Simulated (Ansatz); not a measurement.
The following input was run with Ansatz 0.2.0.

```yaml
crystal:
  lattice:
    - [3.742, 0.0, 0.0]
    - [-1.871, 3.240667061, 0.0]
    - [0.0, 0.0, 15.919]
  atoms:
    - { symbol: Ga, position: [0.3333333333, 0.6666666667, 0.177] }
    - { symbol: Ga, position: [0.6666666667, 0.3333333333, 0.677] }
    - { symbol: Ga, position: [0.3333333333, 0.6666666667, 0.323] }
    - { symbol: Ga, position: [0.6666666667, 0.3333333333, 0.823] }
    - { symbol: Se, position: [0.3333333333, 0.6666666667, 0.6] }
    - { symbol: Se, position: [0.6666666667, 0.3333333333, 0.1] }
    - { symbol: Se, position: [0.3333333333, 0.6666666667, 0.9] }
    - { symbol: Se, position: [0.6666666667, 0.3333333333, 0.4] }
basis:
  ecutwfc: 420
kpoints:
  mp_grid: { grid: [12, 12, 2] }
hamiltonian:
  xc: pbe
  dispersion: d3bj
scf:
  occupations: { method: gaussian, width: 0.02 }
output:
  forces: true
  stress: true
  eigenvalues: true
  populations: true
```

Launched with
```bash
ansatz run input.yaml --threads 2 --pin off --max-ram 5120MiB --backend cpu --events-out ev --progress --plain --runs-dir out
```

These are results of DFT PBE+D3(BJ), scalar-relativistic, plane waves, PAW (Ansatz 0.2.0), not measurements.

Part of what the program printed, abridged:

```
Pseudopotentials: kind: paw
Pseudopotential: Ga, paw, valence charge 13, recommended cutoff 420 eV (normal)
Pseudopotential: Se, paw, valence charge 16, recommended cutoff 420 eV (normal)
Functional definition: PBE
Crystal: 8 atoms, lattice volume = 193.043 Å³
Basis set: ecut = 420 eV, 3797 PW (Γ), exchange–correlation on 54×54×216 points (8 copies of the dense FFT grid, shifted against one another)
Bands: 70, of which v1, the nominal top of the filled ones, is band 58 counted from 1 (57 counted from 0)
Symmetry: 24 space group operations
Space group: P63/mmc (ITA 194), of the structure as read, at distance tolerance 5.8e-5 Å
k-points: 38 of 288
Initial density: superposition of atomic densities (neutral atoms: chi_scale 0, normalization atom), corrected by the library's trained network
Initial wavefunctions: pseudopotential atomic-orbital guess
Functional: x = pbe(κ = 0.804, μ = 0.21951497), c = pbe(β = 0.06672455)
SCF iter   1: F=—  HF=-37015.217484 eV  |F-HF|=—  |Δ(HF+E_count)|=         —  Δρ=1.50e-3  dr2=4.78e-3  ethr=1.77e-3  ⟨swp⟩=6.0  Hψ=9626  notcnv=0  defer=4
SCF iter   2: F=—  HF=-37015.217482 eV  |F-HF|=—  |Δ(HF+E_count)|=   1.98e-6  Δρ=8.10e-4  dr2=1.00e-3  ethr=4.12e-6  ⟨swp⟩=2.2  Hψ=5371  notcnv=0  defer=202
SCF iter   3: F=—  HF=-37015.217680 eV  |F-HF|=—  |Δ(HF+E_count)|=   1.98e-4  Δρ=2.26e-4  dr2=1.97e-4  ethr=8.63e-7  ⟨swp⟩=2.0  Hψ=4646  notcnv=0  defer=202
SCF iter   4: F=—  HF=-37015.217650 eV  |F-HF|=—  |Δ(HF+E_count)|=   3.07e-5  Δρ=7.32e-5  dr2=1.04e-5  ethr=1.70e-7  ⟨swp⟩=2.0  Hψ=4600  notcnv=0  defer=202
SCF iter   5: F=—  HF=-37015.217679 eV  |F-HF|=—  |Δ(HF+E_count)|=   2.92e-5  Δρ=2.77e-5  dr2=1.27e-6  ethr=8.94e-9  ⟨swp⟩=2.0  Hψ=4600  notcnv=0  defer=202
SCF iter   6: F=—  HF=-37015.217679 eV  |F-HF|=—  |Δ(HF+E_count)|=   5.03e-7  Δρ=1.66e-5  dr2=5.53e-7  ethr=1.09e-9  ⟨swp⟩=2.0  Hψ=4600  notcnv=0  defer=202
SCF iter   7: F=-37015.217679 eV  HF=-37015.217679 eV  |F-HF|=5.20e-8  |Δ(HF+E_count)|=   5.52e-8  Δρ=4.69e-6  dr2=4.23e-8  ethr=8.62e-11  ⟨swp⟩=7.1  Hψ=12449  notcnv=0
SCF 1 converged in 7 iterations: F = -37015.217679 eV  dr2 = 4.23e-8
SCF converged after 7 iterations
Free energy (F): -37015.217679 eV
Harris-Foulkes:  -37015.217679 eV  (|F-HF|=5.20e-8)
Internal energy: -37015.217679 eV  (E = F + TS)
E sigma→0 (E₀):  -37015.217679 eV
Fermi energy:    8.017031 eV
--- Per-component energies (eV) ---
  E_band       = -1842.598957
  E_kinetic    = 936.981207
  E_local      = -18705.479798  (includes V_loc(G=0)·N_el)
  E_nonlocal   = -685.422082
  E_hartree    = 9000.697117
  E_xc         = -693.811987
  E_vxc        = -625.229555  (∫ρ·V_xc dr)
  E_paw        = -15598.069366  (= ΣΔE_a)
  E_vpaw       = -764.845418  (= ΣTr[D̂ρ^β])
  E_aug_tail   = -0.002839  (compensation charges beyond the density's cutoff)
  E_ewald      = -11267.740585
  E_disp       = -2.369347  (pairwise vdW)
  E_smearing   =  0.000000  (= −TS)
--- Forces (eV/Å), atoms counted from 1 ---
  atom   1  Ga     0.00000000     0.00000000    -1.23069511
  atom   2  Ga     0.00000000     0.00000000    -1.23069511
  atom   3  Ga     0.00000000     0.00000000     1.23069511
  atom   4  Ga     0.00000000     0.00000000     1.23069511
  atom   5  Se     0.00000000     0.00000000     0.24851676
  atom   6  Se     0.00000000     0.00000000     0.24851676
  atom   7  Se     0.00000000     0.00000000    -0.24851676
  atom   8  Se     0.00000000     0.00000000    -0.24851676
--- Stress (GPa, compression-positive) ---
       -0.001732       0.000000       0.000000
        0.000000      -0.001732       0.000000
        0.000000       0.000000       2.726338
  P = ⅓ Tr σ = 0.9076 GPa (9.076 kbar)
--- Band table (eV; the first three rows and the last of 38) ---
  k-point 0: bands = ["-40.1576", "-40.1576", "-40.1576", "-40.1576", "-40.1575", "-40.1575", "-40.1575", "-40.1575", "-40.1268", "-40.1268", "-40.1268", "-40.1268", "-40.1267", "-40.1267", "-40.1267", "-40.1267", "-40.1154", "-40.1154", "-40.1153", "-40.1153", "-7.7702", "-7.7701", "-7.5847", "-7.5847", "-7.5846", "-7.5846", "-7.5019", "-7.5019", "-7.5019", "-7.5019", "-7.4743", "-7.4743", "-7.4742", "-7.4742", "-7.3039", "-7.3039", "-7.3038", "-7.3038", "-7.2736", "-7.2657", "-6.7064", "-6.4958", "-6.4725", "-6.2420", "0.0978", "0.4776", "2.7520", "3.8765", "5.7510", "6.2218", "6.2218", "6.3544", "6.3544", "6.3635", "6.3635", "6.5045", "6.5045", "7.4098", "8.6242", "9.6441", "9.9203", "9.9 ...
  k-point 1: bands = ["-40.1576", "-40.1576", "-40.1576", "-40.1576", "-40.1575", "-40.1575", "-40.1575", "-40.1575", "-40.1268", "-40.1268", "-40.1268", "-40.1268", "-40.1267", "-40.1267", "-40.1267", "-40.1267", "-40.1154", "-40.1154", "-40.1153", "-40.1153", "-7.7701", "-7.7701", "-7.5846", "-7.5846", "-7.5846", "-7.5846", "-7.5019", "-7.5019", "-7.5019", "-7.5019", "-7.4743", "-7.4743", "-7.4743", "-7.4743", "-7.3038", "-7.3038", "-7.3038", "-7.3038", "-7.2698", "-7.2698", "-6.6426", "-6.6426", "-6.3156", "-6.3156", "0.2679", "0.2679", "3.2520", "3.2520", "6.2611", "6.2611", "6.2611", "6.2611", "6.4610", "6.4610", "6.4610", "6.4610", "6.5429", "6.5429", "9.2558", "9.2558", "9.9562", "9.9 ...
  k-point 2: bands = ["-40.1576", "-40.1576", "-40.1575", "-40.1575", "-40.1575", "-40.1575", "-40.1575", "-40.1575", "-40.1268", "-40.1268", "-40.1268", "-40.1268", "-40.1267", "-40.1267", "-40.1267", "-40.1267", "-40.1154", "-40.1154", "-40.1153", "-40.1153", "-7.7691", "-7.7690", "-7.6041", "-7.6014", "-7.5848", "-7.5847", "-7.5052", "-7.5049", "-7.4990", "-7.4990", "-7.4926", "-7.4899", "-7.4714", "-7.4713", "-7.3265", "-7.3226", "-7.3044", "-7.3043", "-7.2464", "-7.2440", "-6.6218", "-6.4162", "-6.3958", "-6.1693", "0.1514", "0.5079", "2.8000", "3.7845", "5.4260", "5.7263", "5.8268", "6.0034", "6.0923", "6.1995", "6.2369", "6.2506", "6.4067", "7.3413", "9.2007", "9.9758", "10.3201", "10 ...
  k-point 37: bands = ["-40.1571", "-40.1571", "-40.1571", "-40.1571", "-40.1570", "-40.1570", "-40.1570", "-40.1570", "-40.1270", "-40.1270", "-40.1269", "-40.1269", "-40.1269", "-40.1269", "-40.1268", "-40.1268", "-40.1149", "-40.1149", "-40.1149", "-40.1149", "-7.7661", "-7.7661", "-7.7468", "-7.7468", "-7.6479", "-7.6479", "-7.6061", "-7.6061", "-7.5119", "-7.5119", "-7.4718", "-7.4718", "-7.4384", "-7.4384", "-7.3441", "-7.3441", "-7.3292", "-7.3292", "-7.1615", "-7.1615", "-4.9559", "-4.9559", "-4.8582", "-4.8582", "0.0790", "0.0790", "1.2901", "1.2901", "2.8636", "2.8636", "3.3854", "3.3854", "4.4842", "4.4842", "4.7088", "4.7088", "5.5059", "5.5059", "9.0188", "9.0188", "10.0594", "1 ...
--- Löwdin populations: 8 sites ---
  site symbol q [e]
     0     Ga     12.9149
     1     Ga     12.9149
     2     Ga     12.9149
     3     Ga     12.9149
     4     Se     16.0255
     5     Se     16.0255
     6     Se     16.0255
     7     Se     16.0255
  spilling = 0.002053 (of n_electrons = 116.000000)
```

The run converged.

The run took 17 s on 2 threads of Arm Neoverse V1 (shared host), peak memory 0.7 GiB.